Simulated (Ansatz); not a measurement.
The system is GaN.

```
Ga N
1.0
     0.00000    2.25350    2.25350
     2.25350    0.00000    2.25350
     2.25350    2.25350    0.00000
Ga N
1 1
Direct
  0.00000 0.00000 0.00000
  0.25000 0.25000 0.25000
```

The cell is a database's computed one.

```yaml
Program: Ansatz 0.2.0
Task: relaxation of cell and atoms
Functional: revPBE
Potentials_or_basis: all-electron LAPW, scalar-relativistic
Basis_error_allowed: 0.001 eV/atom
k_mesh: 10 × 10 × 10
Occupations: fermi-dirac, width 0.05 eV
Spin: no spin polarisation
```

At the start: volume 11.44 Å³/atom.

Task: Where does the relaxation end?

Result: Over 5 steps the energy falls by 12.1 meV/atom and the volume is 11.95 Å³/atom (+4.5 %); space group F-43m (No. 216, to 0.05 Å).

Step by step:
```csv
step,energy change (eV),largest force (eV/Å),volume (Å³)
1,0.0000,0.0000,22.89
2,-0.0197,0.0000,23.46
3,-0.0241,0.0000,23.88
4,-0.0242,0.0000,23.91
5,-0.0242,0.0000,23.91
```

Final structure:
```
Ga N
1.0
     0.00000    2.28650    2.28650
     2.28650    0.00000    2.28650
     2.28650    2.28650    0.00000
Ga N
1 1
Direct
  0.00000 0.00000 0.00000
  0.25000 0.25000 0.25000
```
